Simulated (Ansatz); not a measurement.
Set up this calculation in Ansatz 0.2.0, as the native input.

```
Task                : single point
Functional          : PBE
Potentials or basis : all-electron LAPW, scalar-relativistic
Cutoff              : 278 eV (chosen from the basis error)
Basis error allowed : 0.001 eV/atom
k mesh              : 8 × 8 × 8
Occupations         : gaussian, width 0.024 eV
Spin                : no spin polarisation
```

Crystal: GaSb.

```
CELL_PARAMETERS angstrom
0.00000 3.05900 3.05900
3.05900 0.00000 3.05900
3.05900 3.05900 0.00000
ATOMIC_POSITIONS crystal
Sb 0.75000 0.75000 0.75000
Ga 0.00000 0.00000 0.00000
```

The input as run:

input.yaml

```yaml
crystal:
  lattice:
    - [0.0, 3.059, 3.059]
    - [3.059, 0.0, 3.059]
    - [3.059, 3.059, 0.0]
  atoms:
    - { symbol: Sb, position: [0.75, 0.75, 0.75] }
    - { symbol: Ga, position: [0.0, 0.0, 0.0] }
kpoints:
  mp_grid: { grid: [8, 8, 8] }
scf:
  occupations: { method: gaussian, width: 0.024 }
hamiltonian:
  xc: pbe
  pseudopotentials: { kind: all_electron, lapw: { basis_error: 0.001 } }
output:
  forces: true
  stress: true
  eigenvalues: true
```

Potentials or basis: all-electron LAPW, scalar-relativistic.

The run is started by

```console
$ ansatz run input.yaml --threads 1 --pin off --max-ram 3072MiB --backend cpu --events-out ev --progress --plain --runs-dir out
```

Results of the run:

```yaml
Pressure: 2.3 GPa
Band_gap_on_the_k_mesh: 0.04 eV, direct
```

Caveat: spin-orbit coupling is left out, which moves the levels of the heavy elements.

Wall time 13 s on 1 thread of Arm Neoverse V2, with other jobs on the host, peak memory 0.3 GiB.
